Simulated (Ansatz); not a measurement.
**KCl (Sylvite) under changes of volume**

One of the cells (31.151 Å³/atom); the others are scaled copies at fixed shape and fractional positions:

```
K Cl
1.0
     0.00000    3.14647    3.14647
     3.14647    0.00000    3.14647
     3.14647    3.14647    0.00000
K Cl
1 1
Direct
  0.00000 0.00000 0.00000
  0.50000 0.50000 0.50000
```

* Program: Ansatz 0.2.0
* Functional: PBE
* Potentials or basis: Ansatz PAW
* Cutoff: 420 eV (not typed: the program's choice for these potentials)
* k mesh: 7 × 7 × 7
* Occupations: fermi-dirac, width 0.05 eV
* Spin: no spin polarisation

```csv
volume (Å³/atom),energy over the lowest point (meV/atom),pressure (GPa),gap on the mesh (eV)
29.282,?,?,?
29.905,12.20,1.6,5.33
30.528,6.74,1.2,5.26
31.151,3.01,0.8,5.19
31.774,0.82,0.4,5.12
32.397,0.00,0.0,5.06
33.020,0.42,-0.3,4.99
```

Question: What does the run at 29.282 Å³/atom give?

Answer: Energy over the lowest point 19.60 meV/atom; pressure 2.2 GPa; gap on the mesh 5.41 eV.

Worked out: A Birch-Murnaghan fit of order 3 (a polynomial in V^(-2/3)) to the other rows has its minimum at 32.49 Å³/atom with B0 = V·E''(V) = 16.2 GPa and B' = 4.8. It gives 19.59 meV/atom at 29.282 Å³/atom, against the run's 19.60, and -dE/dV = 2.2 GPa, against 2.2. A straight line through the other rows of the gap, of slope -3.42 eV per unit of ln V (its deformation potential), extrapolates to 5.40 eV, against the run's 5.41.

Energies are extrapolated to zero smearing.

Caveats: odd divisions of the mesh miss points on the zone boundary, where band edges often lie, so the gap on the mesh can be too wide.

A mesh can miss the band edges.
